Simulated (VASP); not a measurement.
Input of a VASP 6.6.1 run:

INCAR

```
SYSTEM = Al2Pt
  ALGO = Normal
  EDIFF = 1E-7
  EDIFFG = -0.005
  ENCUT = 600
  GGA = PE
  IBRION = 2
  ISIF = 3
  ISMEAR = -1
  IVDW = 12
  LASPH = .True.
  LCHARG = .False.
  LREAL = .False.
  LWAVE = .False.
  NELM = 100
  NSW = 40
  PREC = Accurate
  SIGMA = 0.05
```

File KPOINTS:

```
k-points
0
Gamma
  8 8 8
  0 0 0
```

Contents of POSCAR:

```
Al2Pt
1.0
    0.0000000000      2.9550000000      2.9550000000
    2.9550000000      0.0000000000      2.9550000000
    2.9550000000      2.9550000000      0.0000000000
Pt Al
1 2
Direct
    0.0000000000      0.0000000000      0.0000000000
    0.7500000000      0.7500000000      0.7500000000
    0.2500000000      0.2500000000      0.2500000000
```

Potentials or basis: VASP PAW PBE potentials, release 64 (Pt, Al).

Run with:

```console
$ cat potpaw_PBE.64/Pt/POTCAR potpaw_PBE.64/Al/POTCAR > POTCAR
$ mpirun -np 1 vasp_std > vasp.out
```

Q: Estimate the relaxed cell.

A: a = 4.160 Å, b = 4.160 Å, c = 4.160 Å, α = 60.00°, β = 60.00°, γ = 60.00°.

Q: Predict the space group after relaxing (to 0.05 Å).

A: Fm-3m (No. 225).

Step by step:
```
step  energy change (eV)  largest force (eV/Å)  pressure (GPa)  volume (Å³)
   1              0.0000                0.0000           -1.85        51.61
   2              0.0012                0.0000            2.23        50.13
   3             -0.0041                0.0000           -0.01        50.91
```

Caveat: pairwise dispersion overbinds metals, which lowers pressure and volume. The run has no spin-orbit coupling, so splittings on Pt are missing.
